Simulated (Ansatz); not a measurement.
TiC: density of states with PBEsol+D4

Crystal: TiC.

```
Ti C
1.0
     0.00000    2.16572    2.16572
     2.16572    0.00000    2.16572
     2.16572    2.16572    0.00000
Ti C
1 1
Direct
  0.00000 0.00000 0.00000
  0.50000 0.50000 0.50000
```

The cell is a database's computed one.

* Program: Ansatz 0.2.0
* Task: density of states
* Functional: PBEsol
* Dispersion: D4
* Potentials or basis: Ansatz PAW
* Cutoff: 420 eV
* Density cutoff: 1680 eV
* k mesh: 11 × 11 × 11
* Occupations: tetrahedron
* Spin: collinear spin, ferromagnetic start
* Starting moments: [1.0, 0.0] μB
* Driver: chain

The pressure is -9.4 GPa, the band gap on the k mesh is none (metal or under the smearing width) and the net moment is 0.00 μB per cell. The absolute moment is 0.00 μB per cell and the density of states at the Fermi level is 0.28 states/eV per cell.

Levels at points of the mesh, in eV from the Fermi level:
Spin up:
| k point | band 6 | band 7 | band 8 | band 9 | band 10 | band 11 |
| --- | --- | --- | --- | --- | --- | --- |
| (0.00, 0.00, 0.00) | 0.63 | 0.63 | 0.63 | 1.66 | 1.66 | 1.66 |
Spin down:
| k point | band 4 | band 5 | band 6 | band 7 | band 8 | band 9 | band 10 | band 11 | band 12 | band 13 |
| --- | --- | --- | --- | --- | --- | --- | --- | --- | --- | --- |
| (0.00, 0.00, 0.00) | -32.46 | -12.41 | 0.63 | 0.63 | 0.63 | 1.66 | 1.66 | 1.66 | 1.70 | 1.70 |

States per cell in windows of 0.5 eV (zero at the Fermi level; states under -8 eV left out):
```
from (eV)    up  down
     -8.0  0.00  0.00
     -7.5  0.00  0.00
     -7.0  0.00  0.00
     -6.5  0.00  0.00
     -6.0  0.02  0.02
     -5.5  0.07  0.07
     -5.0  0.15  0.15
     -4.5  0.26  0.26
     -4.0  0.28  0.28
     -3.5  0.28  0.28
     -3.0  0.59  0.59
     -2.5  0.61  0.61
     -2.0  0.32  0.32
     -1.5  0.20  0.20
     -1.0  0.13  0.13
     -0.5  0.07  0.07
      0.0  0.08  0.08
      0.5  0.14  0.14
      1.0  0.19  0.19
      1.5  0.26  0.26
      2.0  0.37  0.37
      2.5  0.61  0.61
      3.0  0.52  0.52
      3.5  0.93  0.93
      4.0  0.17  0.17
      4.5  0.19  0.19
      5.0  0.24  0.24
      5.5  0.29  0.29
      6.0  0.28  0.28
      6.5  0.28  0.28
      7.0  0.24  0.24
      7.5  0.19  0.19
```

It took 2.8 s on 2 threads of INTEL(R) XEON(R) PLATINUM 8581C CPU @ 2.30GHz (Emerald Rapids), on a shared host, peak memory 0.45 GiB.

Caveat: pairwise dispersion overbinds metals, which lowers pressure and volume; with tetrahedron occupations forces and stress needn't match the slope of the energy; the starting moments weren't kept.
